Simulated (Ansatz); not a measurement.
TiSi2:

```xyz
6
Lattice="1.7651 -6.7593 0.0000 1.7651 6.7593 0.0000 0.0000 0.0000 3.5652" Properties=species:S:1:pos:R:3 pbc="T T T"
Ti    1.7651    5.3653    0.8913
Ti    1.7651   -5.3653    2.6739
Si    1.7651   -3.3839    0.8913
Si    1.7651    3.3839    2.6739
Si    1.7651    0.7875    0.8913
Si    1.7651   -0.7875    2.6739
```

The cell comes from a database or a generator and needn't be the stable form of this composition.

Base run:

| Property | Result |
| --- | --- |
| Program | Ansatz 0.2.0 |
| Functional | PBE |
| Potentials or basis | Ansatz PAW |
| Cutoff | 420 eV |
| Density cutoff | 1680 eV |
| k mesh | 8 × 8 × 8 |
| Occupations | fermi-dirac, width 0.05 eV |
| Spin | no spin polarisation |

Its results: band gap on the k mesh none (metal or under the smearing width); pressure 1.9 GPa; largest force 0.192 eV/Å.

**Question.** The run is repeated on the same cell with these changes: functional from PBE to LDA. What comes out?

**Answer.** Band gap on the k mesh none (metal or under the smearing width); pressure -5.4 GPa; largest force 0.112 eV/Å.

LDA binds more tightly than PBE, so the same cell stands under less pressure.

Caveats: the PAW data sets come from PBE, with cores solved anew for the run's functional, which leaves a small shift of forces and pressure (some runs).

Not every run made on this cell is shown here.
